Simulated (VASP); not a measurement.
# KMgF3 (Pm-3m) in VASP: further runs

The runs below take KMgF3 through relaxation of the atoms, relaxation of cell and atoms, with LDA, PBEsol.

Program: VASP 6.6.1. These are calculated values, not measurements. Logs are shortened: lines on timing, memory, paths and dates and some standing lists are left out, and cuts for length are marked.

## Step 1: The crystal as given

Symmetry: Pm-3m, No. 221, cubic system. The conventional cell has a = 3.893 Å, b = 3.893 Å, c = 3.893 Å, α = 90.00°, β = 90.00°, γ = 90.00°. Around K (site symmetry m-3m) lie 12 F at 2.75 Å. Around Mg (site symmetry m-3m) lie 6 F at 1.95 Å. F (site symmetry 4/mmm) has 2 Mg at 1.95 Å as nearest neighbours.

## Step 2: Relaxation of the atoms, LDA

INCAR

```
PREC = Accurate
ENCUT = 600
EDIFF = 1E-7
ISMEAR = 0
SIGMA = 0.03
LREAL = False
LASPH = True
NELM = 80
ALGO = Normal
ISIF = 2
LWAVE = False
LCHARG = False
IBRION = 2
NSW = 40
EDIFFG = -0.01
```

KPOINTS

```
Automatic mesh
0
Gamma
  8 8 8
```

POSCAR

```
KMgF3                                   
1.0
    3.8929644714      0.0000000000      0.0000000000
    0.0000000000      3.8929644714      0.0000000000
    0.0000000000      0.0000000000      3.8929644714
  K               Mg              F             
     1     1     3
Direct
     0.5000000000000000    0.5000000000000000    0.5000000000000000
     0.0000000000000000    0.0000000000000000    0.0000000000000000
     0.5000000000000000    0.0000000000000000    0.0000000000000000
     0.0000000000000000    0.5000000000000000    0.0000000000000000
     0.0000000000000000    0.0000000000000000    0.5000000000000000
```

Potentials or basis: VASP PAW LDA potentials, release 64 (K_sv, Mg, F).

The run is started by

```bash
cat potpaw_LDA.64/K_sv/POTCAR potpaw_LDA.64/Mg/POTCAR potpaw_LDA.64/F/POTCAR > POTCAR
mpirun -np 1 vasp_std > vasp.out
```

OUTCAR:

```text
PREC = Accurate
   ENCUT = 600
   EDIFF = 1E-7
   ISMEAR = 0
   LREAL = False
   LASPH = True
   NELM = 80
   ISIF = 2
   IBRION = 2
   NSW = 40
   EDIFFG = -0.01

 ion  position               nearest neighbor table
   1  0.500  0.500  0.500-   3 2.75   4 2.75   5 2.75   3 2.75   4 2.75   3 2.75   5 2.75   3 2.75
                             4 2.75   5 2.75   4 2.75   5 2.75   2 3.37   2 3.37   2 3.37   2 3.37
   2  0.000  0.000  0.000-   3 1.95   4 1.95   5 1.95   5 1.95   4 1.95   3 1.95   1 3.37   1 3.37
                             1 3.37   1 3.37   1 3.37   1 3.37   1 3.37   1 3.37
   3  0.500  0.000  0.000-   2 1.95   2 1.95   1 2.75   1 2.75   1 2.75   1 2.75
   4  0.000  0.500  0.000-   2 1.95   2 1.95   1 2.75   1 2.75   1 2.75   1 2.75
   5  0.000  0.000  0.500-   2 1.95   2 1.95   1 2.75   1 2.75   1 2.75   1 2.75

  LATTYP: Found a simple cubic cell.
 ALAT       =     3.8929644714

  Lattice vectors:

 A1 = (   3.8929644714,   0.0000000000,   0.0000000000)
 A2 = (   0.0000000000,   3.8929644714,   0.0000000000)
 A3 = (   0.0000000000,   0.0000000000,   3.8929644714)

Analysis of symmetry for initial positions (statically):
=====================================================================
 Subroutine PRICEL returns:
 Original cell was already a primitive cell.

 Routine SETGRP: Setting up the symmetry group for a
 simple cubic supercell.

 Subroutine GETGRP returns: Found 48 space group operations
 (whereof 48 operations were pure point group operations)
 out of a pool of 48 trial point group operations.

The static configuration has the point symmetry O_h .

Analysis of symmetry for dynamics (positions and initial velocities):
=====================================================================
 Subroutine PRICEL returns:
 Original cell was already a primitive cell.

 Routine SETGRP: Setting up the symmetry group for a
 simple cubic supercell.

 Subroutine GETGRP returns: Found 48 space group operations
 (whereof 48 operations were pure point group operations)
 out of a pool of 48 trial point group operations.

The dynamic configuration has the point symmetry O_h .

 Subroutine INISYM returns: Found 48 space group operations
 (whereof 48 operations are pure point group operations),
 and found     1 'primitive' translations

----------------------------------------------------------------------------------------

                                     Primitive cell
[... 101 lines left out ...]
   IBRION =      2    ionic relax: 0-MD 1-quasi-New 2-CG
   NFREE  =      1    steps in history (QN), initial steepest desc. (CG)
   ISIF   =      2    stress and relaxation
   ISYM   =      2    0-nonsym 1-usesym 2-fastsym
   POTIM  = 0.5000    time-step for ionic-motion
   TEBEG  =    0.0;   TEEND  =   0.0 temperature during run
   PSTRESS=    0.0 pullay stress
   NELECT =      32.0000    total number of electrons
   NUPDOWN=      -1.0000    fix difference up-down
   EMIN   =  10.00;   EMAX   =-10.00  energy-range for DOS
   EFERMI =   0.00;   METHOD = LEGACY
   ISMEAR =     0;   SIGMA  =   0.03  broadening in eV -4-tet -1-fermi 0-gaus
   EFERMI_NEDOS =   21; number of points for ismear=-14 and -15
   IALGO  =     38    algorithm
   IMIX   =      4    mixing-type and parameters
     AMIX     =   0.40;   BMIX     =  1.00
     AMIX_MAG =   1.60;   BMIX_MAG =  1.00
  volume/ion in A,a.u.               =      11.80        79.63
  Fermi-wavevector in a.u.,A,eV,Ry     =   1.335092  2.522957 24.251969  1.782469
  Thomas-Fermi vector in A             =   2.463823
   LORBIT       =      0    0 simple, 1 ext, 2 COOP (PROOUT), +10 PAW based schemes
   GGA     = CA    functional components
   LHFCALC =     F    Hartree Fock is set to
   AEXX    =    0.0000 exact exchange contribution
   IVDW    =     0    specifies the selected vdW correction
   LEPSILON=     F    determine dielectric tensor
   LRPA    =     F    only Hartree local field effects (RPA)
 conjugate gradient relaxation of ions
 non-spin polarized calculation
 Gauss-broadening in eV      SIGMA  =   0.03
  energy-cutoff  :      600.00
  volume of cell :       59.00
 maximum number of plane-waves:      1996
 NGX is ok and might be reduce to    32
   NGX = 15   NGY = 15   NGZ = 15

 number of electron      31.9999952 magnetization

 Free energy of the ion-electron system (eV)
  ---------------------------------------------------
  ext. energy  EPLUGINS =         0.00000000
  ---------------------------------------------------
  free energy    TOTEN  =       -27.13830230 eV

  energy without entropy =      -27.13830230  energy(sigma->0) =      -27.13830230

 E-fermi :  -1.4054     XC(G=0): -10.7677

 val. band max:       -1.6184298020   @ k =   0.5000   0.5000   0.5000
 cond. band min:       5.8972507145   @ k =   0.0000   0.0000   0.0000
 fundamental gap:      7.5156805165
 Fermi energy:        -1.4053816771

 k-point     1 :       0.0000    0.0000    0.0000
  band No.  band energies     occupation
      1     -26.6654      2.00000
      2     -21.5412      2.00000
      3     -20.7458      2.00000
      4     -20.7458      2.00000
      5     -10.4212      2.00000
      6     -10.4212      2.00000
[... 541 lines left out ...]
     19      10.4656      0.00000
     20      10.5736      0.00000

 [... further k-points ...]

------------------------ aborting loop because EDIFF is reached ----------------------------------------

  FORCE on cell =-STRESS in cart. coord.  units (eV):
  Direction    XX          YY          ZZ          XY          YZ          ZX
  --------------------------------------------------------------------------------------
  -------------------------------------------------------------------------------------
  Total        0.0158987      0.0158987      0.0158987      0.0000000      0.0000000     -0.0000000
  in kB        0.4317485      0.4317485      0.4317485      0.0000000      0.0000000     -0.0000000
  external PRESSURE =       0.4317485 kB  Pullay stress =       0.0000000 kB

 VOLUME and BASIS-vectors are now :
 -----------------------------------------------------------------------------
  energy-cutoff  :      600.00
  volume of cell :       59.00
      direct lattice vectors                 reciprocal lattice vectors
     3.892964471  0.000000000  0.000000000     0.256873652  0.000000000  0.000000000
     0.000000000  3.892964471  0.000000000     0.000000000  0.256873652  0.000000000
     0.000000000  0.000000000  3.892964471     0.000000000  0.000000000  0.256873652

 POSITION                                       TOTAL-FORCE (eV/Angst)
 -----------------------------------------------------------------------------------
      1.94648      1.94648      1.94648         0.000000      0.000000      0.000000
      0.00000      0.00000      0.00000         0.000000      0.000000      0.000000
      1.94648      0.00000      0.00000         0.000000      0.000000      0.000000
      0.00000      1.94648      0.00000         0.000000      0.000000      0.000000
      0.00000      0.00000      1.94648         0.000000      0.000000      0.000000
 -----------------------------------------------------------------------------------
    total drift:                                0.000000      0.000000     -0.000000

  FREE ENERGIE OF THE ION-ELECTRON SYSTEM (eV)
  ---------------------------------------------------
  free  energy   TOTEN  =       -27.1383022964 eV

  energy  without entropy=      -27.1383022964  energy(sigma->0) =      -27.13830230

 reached required accuracy - stopping structural energy minimisation
```

OSZICAR:

```text
N       E                     dE             d eps       ncg     rms          rms(c)
DAV:   1     0.275146816818E+03    0.27515E+03   -0.19230E+04  1424   0.173E+03
DAV:   2    -0.158887790726E+02   -0.29104E+03   -0.27773E+03  1780   0.432E+02
DAV:   3    -0.285358828866E+02   -0.12647E+02   -0.12608E+02  1728   0.909E+01
DAV:   4    -0.292653299008E+02   -0.72945E+00   -0.72815E+00  2524   0.138E+01
DAV:   5    -0.292669256444E+02   -0.15957E-02   -0.15957E-02  1672   0.692E-01    0.869E+00
DAV:   6    -0.272249225433E+02    0.20420E+01   -0.86620E+00  1576   0.231E+01    0.409E+00
DAV:   7    -0.271741526834E+02    0.50770E-01   -0.27243E-01  1896   0.357E+00    0.278E+00
DAV:   8    -0.271394508509E+02    0.34702E-01   -0.61557E-02  1672   0.277E+00    0.320E-01
DAV:   9    -0.271382123464E+02    0.12385E-02   -0.11950E-02  1816   0.816E-01    0.976E-02
DAV:  10    -0.271383049514E+02   -0.92605E-04   -0.89993E-04  1836   0.210E-01    0.243E-02
DAV:  11    -0.271383028043E+02    0.21471E-05   -0.20008E-05  1820   0.394E-02    0.114E-02
DAV:  12    -0.271383022831E+02    0.52120E-06   -0.37300E-06  1920   0.170E-02    0.191E-03
DAV:  13    -0.271383022964E+02   -0.13298E-07   -0.14525E-07  1448   0.238E-03
   1 F= -.27138302E+02 E0= -.27138302E+02  d E =-.271383E+02
```

Run time: 13 s. Hardware: 1 thread of Intel Xeon 6975P-C (Granite Rapids), shared host; peak memory 0.18 GiB.

What came out:

* Free energy: -27.1383 eV
* Pressure after relaxing: 0.0 GPa
* Band gap on the k mesh: 7.52 eV, indirect (least direct gap 7.84 eV)

Final structure:
```cif
data_structure
_symmetry_space_group_name_H-M 'P 1'
_symmetry_Int_Tables_number 1
_cell_length_a 3.8930
_cell_length_b 3.8930
_cell_length_c 3.8930
_cell_angle_alpha 90.000
_cell_angle_beta 90.000
_cell_angle_gamma 90.000
_cell_volume 59.00
loop_
_atom_site_label
_atom_site_type_symbol
_atom_site_fract_x
_atom_site_fract_y
_atom_site_fract_z
_atom_site_occupancy
K1 K 0.50000 0.50000 0.50000 1
Mg1 Mg 0.00000 0.00000 0.00000 1
F1 F 0.50000 0.00000 0.00000 1
F2 F 0.00000 0.50000 0.00000 1
F3 F 0.00000 0.00000 0.50000 1
```

Caveat: the relaxation stopped at its first step, so nothing moved. A k mesh can miss the band edges.

[end of part 1 of 2]
